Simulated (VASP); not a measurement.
ZnH, 2 atoms in the cell. Symmetry: Pm-3m, No. 221, cubic system. Conventional cell: a = 2.704 Å, b = 2.704 Å, c = 2.704 Å, α = 90.00°, β = 90.00°, γ = 90.00°. Around Zn (site symmetry m-3m) lie 8 H at 2.34 Å. Around H (site symmetry m-3m) lie 8 Zn at 2.34 Å. The cell was built by a generator and needn't be a form met in nature.

```yaml
Program: VASP 6.6.1
Task: relaxation of cell and atoms
Functional: LDA
Potentials_or_basis: VASP PAW LDA potentials, release 64 (Zn, H)
Cutoff: 600 eV
k_mesh: 10 × 10 × 10
Occupations: gaussian, width 0.05 eV
Spin: no spin polarisation
Further_INCAR_settings: ALGO = Normal; EDIFF = 1e-06; IBRION = 2; EDIFFG = -0.01; NSW = 40; ISIF = 3
```

Potentials or basis: VASP PAW LDA potentials, release 64 (Zn, H).

Run with:

```bash
$ cat potpaw_LDA.64/Zn/POTCAR potpaw_LDA.64/H/POTCAR > POTCAR
$ mpirun -np 1 vasp_std > vasp.out
```

Hardware: 1 thread of Intel(R) Xeon(R) Platinum 8488C (Sapphire Rapids), with other jobs on the host.

**Question.** Estimate the wall time of this run.

**Answer.** Wall time 9.7 s on 1 thread of Intel(R) Xeon(R) Platinum 8488C (Sapphire Rapids), on a shared host, peak memory 0.14 GiB. Counts: scf iterations 26, k points 56, ion steps 3.
